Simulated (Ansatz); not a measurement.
## Ru: pressure and energy less free atoms against volume scale

Results calculated with Ansatz 0.2.0, not measured. Periodic Kohn-Sham DFT of a crystal at fixed atoms, scaled to volume_scale times the given cell; pressure positive in compression, energy less spherical unpolarised free atoms, largest_vzz the field gradient of largest size among the nuclei.

The cell before it is scaled or strained (space group P6_3/mmc, No. 194):
```
cell vectors (Å)
   2.7058     0.0000     0.0000
  -1.3529     2.3433     0.0000
   0.0000     0.0000     4.2819
atoms (fractions of the cell vectors)
Ru  0.33333  0.66667  0.25000
Ru  0.66667  0.33333  0.75000
```

Settings of every row: method all-electron LAPW; functional PBE; relativity scalar; k mesh 14x14x8; filling fermi-dirac; smearing width 0.03 eV; basis error target 0.5 meV/atom; nucleus gaussian.

Atom start moment: 0 on all atoms.

| row | volume scale | V (Å³/atom) | pressure (GPa) | energy less free atoms (eV/atom) |
| --- | --- | --- | --- | --- |
| 1 | 0.94 | 12.76 | 28.422 | -9.1567 |
| 2 | 0.9405 | 12.767 | 28.187 | -9.1579 |
| 3 | 0.96 | 13.032 | ? | ? |
| 4 | 0.97 | 13.167 | 15.428 | -9.212 |
| 5 | 0.98 | 13.303 | 11.57 | -9.2234 |
| 6 | 1 | 13.575 | 4.49 | -9.2369 |
| 7 | 1.01 | 13.71 | 1.244 | -9.2393 |
| 8 | 1.02 | 13.846 | -1.819 | -9.239 |
| 9 | 1.03 | 13.982 | -4.71 | -9.2363 |
| 10 | 1.04 | 14.118 | -7.438 | -9.2311 |
| 11 | 1.06 | 14.389 | -12.437 | -9.2142 |

Question: what pressure and energy less free atoms should row 3 give?

Worked fit of pressure. Take u = (V_r/V)^(2/3) − 1 with V_r = 13.643 Å³ an atom, which is twice the finite (Eulerian) strain; such expansions in the strain, on which the Birch-Murnaghan equation of state is built, carry the rest volume and the bulk modulus. The shown rows have u = 0.04562, 0.04524, 0.02396, 0.01697, 0.00334, -0.00326, -0.0098, -0.01623, -0.02256, -0.03487. Least squares give pressure = 2.8303 + 488.761 × u + 1514.74 × u² + 1528 × u³ GPa; a parabola predicts inner rows, each left out in turn, worse (root mean square 0.026 against 0.0077 GPa). The rows lie off it by -0.003, 0.004, -0.004, 0.002, 0.010, -0.009, -0.003, 0.000, 0.005, -0.001 (root mean square 0.0051 GPa). The pressure vanishes at u = -0.0059, or V = 13.76 Å³ an atom, and there the bulk modulus at fixed shape and fractions is B = −V dP/dV = (2/3)(1 + u) dP/du = 312 GPa. Letting shape and atoms relax would as a rule lower it, by much in layered, chain or molecular crystals. The withheld row has u = 0.03102, so the fit gives 2.8303 + 488.761 × (0.03102) + 1514.74 × (0.03102)² + 1528 × (0.03102)³ = 19.495 GPa.

The calculation gave 19.513 GPa. The fit lies 0.018 GPa (0.044 % of the column's range) below it; its largest miss of a shown row is 0.010 GPa.

Worked fit of energy less free atoms. Take u = (V_r/V)^(2/3) − 1 with V_r = 13.643 Å³ an atom, which is twice the finite (Eulerian) strain; such expansions in the strain, on which the Birch-Murnaghan equation of state is built, carry the rest volume and the bulk modulus. The shown rows have u = 0.04562, 0.04524, 0.02396, 0.01697, 0.00334, -0.00326, -0.0098, -0.01623, -0.02256, -0.03487. Least squares give energy less free atoms = −9.23845 + 0.3603 × u + 30.755 × u² + 13.9 × u³ eV/atom; a parabola predicts inner rows, each left out in turn, worse (root mean square 0.00023 against 3.8e-05 eV/atom). All shown rows lie on it to the printed digit. Its lowest point lies at u = -0.0059, or V = 13.76 Å³ an atom, and the curvature there gives the bulk modulus at fixed shape and fractions, B = (4/9)(1 + u)² E″(u)/V = 312 GPa. Letting shape and atoms relax would as a rule lower it, by much in layered, chain or molecular crystals. The withheld row has u = 0.03102, so the fit gives −9.23845 + 0.3603 × (0.03102) + 30.755 × (0.03102)² + 13.9 × (0.03102)³ = -9.1973 eV/atom.

The calculation gave -9.1972 eV/atom. The fit lies 0.0001 eV/atom (0.12 % of the column's range) below it, one unit of the last digit.
